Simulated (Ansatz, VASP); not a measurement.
## Two plane-wave programs on Ge

File INCAR:

```
SYSTEM = Ge
PREC = Accurate
ENCUT = 520
EDIFF = 1E-7
ISMEAR = 0
SIGMA = 0.1
LREAL = .FALSE.
LASPH = .TRUE.
NELM = 80
ALGO = Normal
ISIF = 2
LWAVE = .FALSE.
LCHARG = .FALSE.
GGA = PS
NBANDS = 66
```

The input KPOINTS:

```
regular mesh
0
G
  4 4 4
  0 0 0
```

File POSCAR:

```
Ge
1.0
   -3.4841702800      3.4841702800      3.4841702800
    3.4841702800     -3.4841702800      3.4841702800
    3.4841702800      3.4841702800     -3.4841702800
Ge
8
Direct
    0.5000000000      0.0000000000      0.7988990800
    0.7988990800      0.5000000000      0.0000000000
    0.0000000000      0.7988990800      0.5000000000
    0.7011009200      0.7011009200      0.7011009200
    0.5000000000      0.0000000000      0.2011009200
    0.2011009200      0.5000000000      0.0000000000
    0.0000000000      0.2011009200      0.5000000000
    0.2988990800      0.2988990800      0.2988990800
```

Input for Ansatz:

```yaml
crystal:
  lattice:
    - [-3.48417028, 3.48417028, 3.48417028]
    - [3.48417028, -3.48417028, 3.48417028]
    - [3.48417028, 3.48417028, -3.48417028]
  atoms:
    - { symbol: Ge, position: [0.5, 0.0, 0.79889908] }
    - { symbol: Ge, position: [0.79889908, 0.5, 0.0] }
    - { symbol: Ge, position: [0.0, 0.79889908, 0.5] }
    - { symbol: Ge, position: [0.70110092, 0.70110092, 0.70110092] }
    - { symbol: Ge, position: [0.5, 0.0, 0.20110092] }
    - { symbol: Ge, position: [0.20110092, 0.5, 0.0] }
    - { symbol: Ge, position: [0.0, 0.20110092, 0.5] }
    - { symbol: Ge, position: [0.29889908, 0.29889908, 0.29889908] }
basis:
  ecutwfc: 420
kpoints:
  mp_grid: { grid: [4, 4, 4] }
hamiltonian:
  xc: pbesol
scf:
  occupations: { method: gaussian, width: 0.1 }
output:
  forces: true
  stress: true
  eigenvalues: true
```

This isn't the form of Ge at room conditions, which is diamond.

Alike in both runs: task single point; functional PBEsol; k mesh 4 × 4 × 4; occupations gaussian, width 0.1 eV; no spin polarisation.

```csv
,VASP,Ansatz
version,VASP 6.6.1,Ansatz 0.2.0
potentials or method,"VASP PAW PBE potentials, release 64 (Ge_d)","scalar-relativistic, plane waves, PAW"
plane-wave cutoff (eV),520,420
valence electrons in the cell,112,112
```

VASP gave:

| Item | Value |
| --- | --- |
| gap on the k mesh at the Fermi level (eV) | none |
| pressure (GPa) | -0.4 |
| rms of the force components (eV/Å) | 0.106 |

What did Ansatz give for the same quantities?

gap on the k mesh at the Fermi level (eV): none; pressure (GPa): -0.4; rms of the force components (eV/Å): 0.109.

Atom by atom the forces differ by 0.003 eV/Å (rms over components). A gap of «none» marks a metal or a gap that the smearing closes. With one functional, cell and mesh, what is left measures potentials, basis and numerics.

Caveats: the PAW data sets were made with another functional, which shifts forces and pressure a little (VASP).
